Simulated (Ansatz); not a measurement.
**Ge: field gradients at two levels of theory**

Cell: a structure deposited in the COD whose atoms were relaxed with PBE, the cell held.

```cif
data_structure
_symmetry_space_group_name_H-M 'P 1'
_symmetry_Int_Tables_number 1
_cell_length_a 5.9300
_cell_length_b 5.9300
_cell_length_c 6.9800
_cell_angle_alpha 90.000
_cell_angle_beta 90.000
_cell_angle_gamma 90.000
_cell_volume 245.45
loop_
_atom_site_label
_atom_site_type_symbol
_atom_site_fract_x
_atom_site_fract_y
_atom_site_fract_z
_atom_site_occupancy
Ge1 Ge 0.08990 0.08990 0.00000 1
Ge2 Ge 0.41010 0.58990 0.75000 1
Ge3 Ge 0.91010 0.91010 0.50000 1
Ge4 Ge 0.58990 0.41010 0.25000 1
Ge5 Ge 0.17234 0.36912 0.25950 1
Ge6 Ge 0.13088 0.67234 0.00950 1
Ge7 Ge 0.82766 0.63088 0.75950 1
Ge8 Ge 0.86912 0.32766 0.50950 1
Ge9 Ge 0.67234 0.13088 0.99050 1
Ge10 Ge 0.63088 0.82766 0.24050 1
Ge11 Ge 0.32766 0.86912 0.49050 1
Ge12 Ge 0.36912 0.17234 0.74050 1
```

Sites (sets of like atoms) are named by element and the number of their first atom in this list.

First run. Method: Kohn–Sham DFT in Ansatz, PBE, plane waves and PAW, scalar-relativistic, 420 eV cutoff, Γ-centred 8×8×7 k-points, Fermi–Dirac smearing 0.02 eV.

```csv
site,atom,V_zz (10²¹ V/m²),η
Ge1,1,4.41,0.80
Ge5,5,5.86,0.83
```

Second run. The same atoms and settings, except that the functional is r2SCAN and the cutoff is 500 eV.

Task: Given the first result, estimate the second.

Result: 

```csv
site,atom,V_zz,η,change of V_zz
Ge1,1,4.47,0.82,+0.06
Ge5,5,6.22,0.81,+0.36
```

The largest change of V_zz is on Ge5, from 5.86 to 6.22. In per cent, |V_zz| changes by +1 to +6 on Ge (all sites that start above 0.5).
